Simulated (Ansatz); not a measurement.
# ZrSe2 in Ansatz: the effect of Hubbard term

The system is ZrSe2.

```
Zr Se
1.0
     3.79800    0.00000    0.00000
    -1.89900    3.28916    0.00000
     0.00000    0.00000    6.19200
Zr Se
1 2
Cartesian
  0.0000 0.0000 0.0000
  1.8990 1.0964 4.6440
  0.0000 2.1928 1.5480
```

Alike in all runs:

* Program: Ansatz 0.2.0
* Task: density of states
* Functional: PBEsol
* Potentials or basis: all-electron LAPW, scalar-relativistic
* Cutoff: 216 eV (chosen from the basis error)
* Basis error allowed: 0.002 eV/atom
* k mesh: 8 × 8 × 5
* Occupations: fermi-dirac, width 0.05 eV
* Spin: no spin polarisation

| Hubbard term | gap on the mesh (eV) | pressure (GPa) | largest force (eV/Å) |
| --- | --- | --- | --- |
| none | 0.36 | -1.2 | 0.08 |
| Zr d U = 2 eV | ? | ? | ? |
| Zr d U = 4 eV | 1.02 | 2.4 | 0.33 |
| Zr d U = 6 eV | 1.53 | 4.5 | 0.48 |
| Zr d U = 8 eV | 2.17 | 6.7 | 0.66 |

Task: What does the run with Hubbard term Zr d U = 2 eV give?

Result: gap on the mesh 0.64 eV; pressure 0.4 GPa; largest force 0.20 eV/Å.

Worked out: A parabola through the other rows of the gap on the mesh, of slope 0.165 eV per eV there, gives 0.63 eV, against the run's 0.64. A parabola through the other rows of the pressure, of slope 0.905 GPa per eV there, gives 0.5 GPa, against the run's 0.4. A parabola through the other rows of the largest force, of slope 0.0619 eV/Å per eV there, gives 0.19 eV/Å, against the run's 0.20.

Caveats: an odd mesh through Γ misses points on the zone boundary, where band edges often lie; this functional lacks dispersion, which binds the layers, so the pressure and a relaxed spacing across them are unreliable; the density of states is complete only up to the lowest level of the last band computed; U is the effective U less J, on atomic orbitals that reach past the spheres (some runs).

A gap of «none» marks a metal or a gap under the smearing width.
